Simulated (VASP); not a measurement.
## Fe: single point with LDA

The system is Fe.

```
CELL_PARAMETERS angstrom
0.00000 2.37809 2.37809
2.37809 0.00000 2.37809
2.37809 2.37809 0.00000
ATOMIC_POSITIONS crystal
Fe 0.12500 0.12500 0.12500
Fe 0.87500 0.87500 0.87500
```

This isn't the form of Fe at room conditions, which is bcc.

```json
{
 "Program": "VASP 6.6.1",
 "Task": "single point",
 "Functional": "LDA",
 "Potentials or basis": "VASP PAW LDA potentials, release 64 (Fe)",
 "Cutoff": "520 eV",
 "k mesh": "19 × 19 × 19",
 "Occupations": "fermi-dirac, width 0.1 eV",
 "Spin": "no spin polarisation"
}
```

```yaml
Pressure: -2.1 GPa
Band_gap_on_the_k_mesh: none (metal or under the smearing width)
```

Levels at points of the mesh, in eV from the Fermi level:
| k point | band 4 | band 5 | band 6 | band 7 | band 8 | band 9 | band 10 | band 11 | band 12 | band 13 |
| --- | --- | --- | --- | --- | --- | --- | --- | --- | --- | --- |
| (0.00, 0.00, 0.00) | -2.65 | -2.65 | -2.65 | -0.45 | -0.45 | -0.45 | 1.38 | 1.38 | 15.06 | 15.06 |

It took 2.2 min on 1 thread of Intel(R) Xeon(R) Platinum 8259CL CPU @ 2.50GHz (Skylake/Cascade Lake) (shared host), peak memory 0.19 GiB.

Caveat: the run has no spin polarisation, though such a crystal can be magnetic. Spin polarisation is off, so any magnetic state and its effect on volume and gap are missing.
